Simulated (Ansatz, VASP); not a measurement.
**AlH3 (AlH3 (Fd-3m)): VASP beside Ansatz**

Wanted: the spread between two codes on one cell, functional and k mesh. The cell is taken from a series of runs on this material, whose earlier steps may have relaxed, scaled, displaced or heated it; both programs get it as it stands.

Method: plane waves, with VASP 6.6.1 beside it; relaxation of cell and atoms at PBEsol, in Ansatz 0.2.0.

## (1) Starting point

It takes space group Fd-3m (No. 227, cubic). Conventional cell: a = 8.979 Å, b = 8.979 Å, c = 8.979 Å, α = 90.00°, β = 90.00°, γ = 90.00°. Al has 6 H at 1.71 Å nearest. Nearest to H lie 2 Al at 1.71 Å. Farther neighbours are not listed.

## (2) VASP: relaxation of cell and atoms, PBEsol

The relaxed volume is the usual yardstick between codes: in a stiff, nearly cubic crystal its relative difference is about their pressure difference at one cell divided by the bulk modulus.

Lines of VASP's logs that name or quote its potential files are left out, and so is its time.

Input file INCAR:

```
SYSTEM = AlH3
PREC = Accurate
ENCUT = 500
EDIFF = 1E-07
NELM = 120
ISMEAR = 0
SIGMA = 0.01
LREAL = .FALSE.
ALGO = Normal
GGA = PS
NBANDS = 28
LORBIT = 11
LWAVE = .FALSE.
LCHARG = .FALSE.
ISIF = 3
IBRION = 2
NSW = 80
EDIFFG = -0.005
LASPH = .TRUE.
GGA_COMPAT = .FALSE.
NELMIN = 4
EFERMI = MIDGAP
KPAR = 4
```

Input file POSCAR:

```
AlH3
1.0
    0.0000000000      4.4893510000      4.4893510000
    4.4893510000      0.0000000000      4.4893510000
    4.4893510000      4.4893510000      0.0000000000
Al H
4 12
Direct
    0.1249999165      0.6249999165      0.6249998052
    0.6249999165      0.1249999165      0.6249998052
    0.6249999165      0.6249999165      0.1249998052
    0.6249999165      0.6249999165      0.6249998052
    0.3050903405      0.3050903405      0.6949093812
    0.6949094925      0.6949094925      0.3050902292
    0.3050903405      0.6949094925      0.3050902292
    0.6949094925      0.3050903405      0.6949093812
    0.6949094925      0.3050903405      0.3050902292
    0.3050903405      0.6949094925      0.6949093812
    0.9449094925      0.9449094925      0.5550902292
    0.5550903405      0.5550903405      0.9449093812
    0.9449094925      0.5550903405      0.9449093812
    0.5550903405      0.9449094925      0.5550902292
    0.5550903405      0.9449094925      0.9449093812
    0.9449094925      0.5550903405      0.5550902292
```

Input file KPOINTS:

```
Automatic mesh
0
Gamma
6 6 6
0 0 0
```

Potentials, in the order of the species: Al and H (PBE family, release 64).

Run with:

```console
$ mpirun -np 4 vasp_std
```

Numbers of over 12 decimals in the logs are rounded to 6 here.

The program printed:

```text
[banner, memory and clock lines left out]
running    4 mpi-ranks, on    1 nodes
 distrk:  each k-point on    1 cores,    4 groups
 distr:  one band on    1 cores,    1 groups

 POSCAR found type information on POSCAR AlH
 POSCAR found :  2 types and      16 ions
|                                                                             |
|               ----> ADVICE to this user running VASP <----                  |
|                                                                             |
|     You enforced a specific xc type in the INCAR file but a different       |
|     [... a line on the potential file left out ...]
|     I HOPE YOU KNOW WHAT YOU ARE DOING!                                     |
|                                                                             |

 LDA part: xc-table for (Slater+PW92), standard interpolation
 POSCAR, INCAR and KPOINTS ok, starting setup
 FFT: planning ... GRIDC
 FFT: planning ... GRID_SOFT
 FFT: planning ... GRID
 WAVECAR not read
 entering main loop
       N       E                     dE             d eps       ncg     rms          rms(c)
DAV:   1     0.207526606691E+02    0.20753E+02   -0.82818E+03   896   0.648E+02
DAV:   2    -0.542416632829E+02   -0.74994E+02   -0.70552E+02  1112   0.114E+02
DAV:   3    -0.588824811177E+02   -0.46408E+01   -0.46179E+01  1128   0.283E+01
DAV:   4    -0.589585959534E+02   -0.76115E-01   -0.76102E-01  1220   0.391E+00
DAV:   5    -0.589603070243E+02   -0.17111E-02   -0.17111E-02  1176   0.538E-01    0.112E+01
DAV:   6    -0.567293255281E+02    0.22310E+01   -0.94296E-01  1016   0.349E+00    0.593E+00
DAV:   7    -0.557428666747E+02    0.98646E+00   -0.16170E+00  1012   0.481E+00    0.850E-01
DAV:   8    -0.557733366344E+02   -0.30470E-01   -0.67400E-02   996   0.101E+00    0.324E-01
DAV:   9    -0.557875203490E+02   -0.14184E-01   -0.10015E-02   980   0.377E-01    0.163E-01
DAV:  10    -0.557907370933E+02   -0.32167E-02   -0.18056E-03   984   0.182E-01    0.256E-02
DAV:  11    -0.557908479088E+02   -0.11082E-03   -0.98444E-05  1072   0.456E-02    0.181E-02
DAV:  12    -0.557908789166E+02   -0.31008E-04   -0.30581E-05   980   0.278E-02    0.292E-03
DAV:  13    -0.557908798762E+02   -0.95958E-06   -0.14141E-06  1196   0.570E-03    0.281E-03
DAV:  14    -0.557908802870E+02   -0.41082E-06   -0.28020E-07   980   0.300E-03    0.140E-03
DAV:  15    -0.557908805222E+02   -0.23523E-06   -0.96516E-08   872   0.157E-03    0.777E-05
DAV:  16    -0.557908805172E+02    0.50482E-08   -0.97617E-09   724   0.465E-04
   1 F= -.55790881E+02 E0= -.55790881E+02  d E =-.557909E+02
[...]
2 F= -.55805944E+02 E0= -.55805944E+02  d E =-.150631E-01
[...]
3 F= -.55808202E+02 E0= -.55808202E+02  d E =-.173211E-01
[...]
4 F= -.55808198E+02 E0= -.55808198E+02  d E =-.173178E-01
[...]
5 F= -.55808706E+02 E0= -.55808706E+02  d E =-.507589E-03
[...]
6 F= -.55809811E+02 E0= -.55809811E+02  d E =-.161237E-02
[...]
7 F= -.55810140E+02 E0= -.55810140E+02  d E =-.194212E-02
 curvature:  -2.82 expect dE=-0.147E-03 dE for cont linesearch -0.111E-03
 ZBRENT: bracketing found
 ZBRENT: interpolating
 opt :   8.6349  next Energy=   -55.810311 (dE=-0.211E-02)
 bond charge predicted
       N       E                     dE             d eps       ncg     rms          rms(c)
DAV:   1    -0.558103951235E+02   -0.25472E-03   -0.39409E-02   948   0.981E-01    0.693E-02
DAV:   2    -0.558103535125E+02    0.41611E-04   -0.77109E-04   960   0.111E-01    0.334E-02
DAV:   3    -0.558103111045E+02    0.42408E-04   -0.78525E-05  1036   0.325E-02    0.102E-02
DAV:   4    -0.558103105572E+02    0.54735E-06   -0.78723E-06  1076   0.956E-03    0.766E-03
DAV:   5    -0.558103103617E+02    0.19545E-06   -0.79411E-07   928   0.388E-03    0.943E-04
DAV:   6    -0.558103104116E+02   -0.49875E-07   -0.17123E-07   908   0.150E-03
   8 F= -.55810310E+02 E0= -.55810310E+02  d E =-.211212E-02
 curvature:  -4.35 expect dE=-0.289E-04 dE for cont linesearch -0.224E-09
 trial: gam= 0.01941 g(F)=  0.134E-05 g(S)=  0.529E-05 ort =-0.159E-06 (trialstep = 0.261E+01)
 search vector abs. value=  0.681E-05
 reached required accuracy - stopping structural energy minimisation
```

Parts of OUTCAR (step 2):

```text
ion  position               nearest neighbor table
   1  0.125  0.625  0.625-   5 1.71   7 1.71  10 1.71  11 1.71  13 1.71  16 1.71   4 3.17   3 3.17
                             2 3.17   2 3.17   3 3.17   4 3.17
   2  0.625  0.125  0.625-   5 1.71   8 1.71   9 1.71  11 1.71  14 1.71  15 1.71   4 3.17   3 3.17
                             1 3.17   3 3.17   4 3.17   1 3.17
   3  0.625  0.625  0.125-   6 1.71   7 1.71   9 1.71  12 1.71  13 1.71  15 1.71   4 3.17   1 3.17
                             2 3.17   4 3.17   2 3.17   1 3.17
   4  0.625  0.625  0.625-   6 1.71   8 1.71  10 1.71  12 1.71  14 1.71  16 1.71   1 3.17   2 3.17
                             3 3.17   3 3.17   2 3.17   1 3.17
   5  0.305  0.305  0.695-   1 1.71   2 1.71
   6  0.695  0.695  0.305-   3 1.71   4 1.71
   7  0.305  0.695  0.305-   1 1.71   3 1.71
   8  0.695  0.305  0.695-   2 1.71   4 1.71
   9  0.695  0.305  0.305-   2 1.71   3 1.71
  10  0.305  0.695  0.695-   1 1.71   4 1.71
  11  0.945  0.945  0.555-   1 1.71   2 1.71
  12  0.555  0.555  0.945-   3 1.71   4 1.71
  13  0.945  0.555  0.945-   1 1.71   3 1.71
  14  0.555  0.945  0.555-   2 1.71   4 1.71
  15  0.555  0.945  0.945-   2 1.71   3 1.71
  16  0.945  0.555  0.555-   1 1.71   4 1.71

  LATTYP: Found a face centered cubic cell.
 ALAT       =     8.9787020000

 Subroutine GETGRP returns: Found 48 space group operations
 (whereof 24 operations were pure point group operations)

The static configuration has the point symmetry T_d .
 The point group associated with its full space group is O_h .

 Found     16 irreducible k-points:

   k-points           NKPTS =     16   k-points in BZ     NKDIM =     16   number of bands    NBANDS=     28

   dimension x,y,z NGX =    48 NGY =   48 NGZ =   48
   dimension x,y,z NGXF=    96 NGYF=   96 NGZF=   96

   ENCUT  =  500.0 eV  36.75 Ry    6.06 a.u.  11.58 11.58 11.58*2*pi/ulx,y,z

   NELECT =      24.0000    total number of electrons

 k-points in reciprocal lattice and weights: Automatic mesh
   0.00000000  0.00000000  0.00000000       0.005
   0.16666667  0.00000000  0.00000000       0.037
   0.33333333  0.00000000  0.00000000       0.037
   0.50000000  0.00000000  0.00000000       0.019
   0.16666667  0.16666667  0.00000000       0.028
   0.33333333  0.16666667  0.00000000       0.111
   0.50000000  0.16666667  0.00000000       0.111
  -0.33333333  0.16666667  0.00000000       0.111
  -0.16666667  0.16666667  0.00000000       0.056
[...]
-0.33333333  0.33333333  0.16666667       0.111
  -0.33333333  0.50000000  0.16666667       0.056

 average (electrostatic) potential at core
       1 -79.1491       2 -79.1491       3 -79.1491       4 -79.1491       5 -34.9249
       6 -34.9249       7 -34.9249       8 -34.9249       9 -34.9249      10 -34.9249
      11 -34.9249      12 -34.9249      13 -34.9249      14 -34.9249      15 -34.9249
      16 -34.9249

 E-fermi :   1.2346

 k-point     1 :       0.0000    0.0000    0.0000
  band No.  band energies     occupation
    ...
      8      -4.1922      2.00000
      9      -3.7898      2.00000
     10      -3.7898      2.00000
     11      -0.2464      2.00000
     12      -0.2464      2.00000
     13       3.0478      0.00000
     14       4.4207      0.00000
     15       4.4207      0.00000
     16       4.4207      0.00000
     17       6.4278      0.00000
    ...

 k-point     2 :       0.1667    0.0000    0.0000
  band No.  band energies     occupation
    ...
      8      -3.5954      2.00000
      9      -3.5954      2.00000
     10      -3.5082      2.00000
     11      -0.4661      2.00000
     12      -0.4661      2.00000
     13       3.3028      0.00000
     14       4.2259      0.00000
     15       4.6832      0.00000
     16       4.6832      0.00000
     17       5.5982      0.00000
    ...

 k-point     3 :       0.3333    0.0000    0.0000
  band No.  band energies     occupation
    ...
      8      -2.9434      2.00000
      9      -2.9434      2.00000
     10      -2.4439      2.00000
     11      -1.0502      2.00000
     12      -1.0502      2.00000
     13       3.6059      0.00000
     14       4.0262      0.00000
     15       4.4704      0.00000
     16       4.9813      0.00000
     17       4.9813      0.00000
    ...

  Total        0.0241797      0.0241797      0.0241797     -0.0000000     -0.0000000     -0.0000000
  in kB        0.2120439      0.2120439      0.2120439     -0.0000000     -0.0000000     -0.0000000
  external PRESSURE =       0.2120439 kB  Pullay stress =       0.0000000 kB

  energy-cutoff  :      500.00
  volume of cell :      182.70
      direct lattice vectors                 reciprocal lattice vectors
    -0.000000000  4.503691067  4.503691067    -0.111020048  0.111020048  0.111020048
     4.503691067  0.000000000  4.503691067     0.111020048 -0.111020048  0.111020048
     4.503691067  4.503691067  0.000000000     0.111020048  0.111020048 -0.111020048

 POSITION                                       TOTAL-FORCE (eV/Angst)
 -----------------------------------------------------------------------------------
      5.62961      3.37777      3.37777         0.000000      0.000000     -0.000000
      3.37777      5.62961      3.37777         0.000000      0.000000     -0.000000
      3.37777      3.37777      5.62961         0.000000      0.000000     -0.000000
      5.62961      5.62961      5.62961         0.000000      0.000000     -0.000000
      4.50369      4.50369      2.72878         0.000000      0.000000     -0.001523
      4.50369      4.50369      6.27860         0.000000      0.000000      0.001523
      4.50369      2.72878      4.50369         0.000000     -0.001523     -0.000000
      4.50369      6.27860      4.50369         0.000000      0.001523     -0.000000
      2.72878      4.50369      4.50369        -0.001523      0.000000     -0.000000
      6.27860      4.50369      4.50369         0.001523      0.000000     -0.000000
      6.75554      6.75554      8.53044         0.000000      0.000000      0.001523
      6.75554      6.75554      4.98063         0.000000      0.000000     -0.001523
      6.75554      8.53044      6.75554         0.000000      0.001523     -0.000000
      6.75554      4.98063      6.75554         0.000000     -0.001523     -0.000000
      8.53044      6.75554      6.75554         0.001523      0.000000     -0.000000
      4.98063      6.75554      6.75554        -0.001523      0.000000     -0.000000
 -----------------------------------------------------------------------------------
    total drift:                                0.000303      0.000303     -0.000004

  FREE ENERGIE OF THE ION-ELECTRON SYSTEM (eV)
  ---------------------------------------------------
  free  energy   TOTEN  =       -55.8103104116 eV

  energy  without entropy=      -55.8103104116  energy(sigma->0) =      -55.81031041

 reached required accuracy - stopping structural energy minimisation

 total charge
# of ion       s       p       d       tot
------------------------------------------
    1        0.355   0.394   0.000   0.749
    2        0.355   0.394   0.000   0.749
    3        0.355   0.394   0.000   0.749
    4        0.355   0.394   0.000   0.749
    5        0.584   0.006   0.000   0.590
    6        0.584   0.006   0.000   0.590
    7        0.584   0.006   0.000   0.590
    8        0.584   0.006   0.000   0.590
    9        0.584   0.006   0.000   0.590
   10        0.584   0.006   0.000   0.590
   11        0.584   0.006   0.000   0.590
   12        0.584   0.006   0.000   0.590
   13        0.584   0.006   0.000   0.590
   14        0.584   0.006   0.000   0.590
   15        0.584   0.006   0.000   0.590
   16        0.584   0.006   0.000   0.590
--------------------------------------------------
tot          8.432   1.649   0.000  10.081

[... 3 further parts left out ...]
```

The run keeps the 48 symmetry operations of its start, so it cannot find a distortion of lower symmetry.

(Part 1 of 2 ends here.)

[Lines on the potential files, build, host, timing and source positions are cut from VASP's logs without a mark.]

[Logs are printed without paths, hosts, clocks, repeated set-up lines and the standing remarks that a program may print on its own settings, such as how far it seeks lower states.]

[Hosts, paths, dates, database ids (printed as entryN), source tags and the programs' standing remarks are cut or masked in the printed files.]
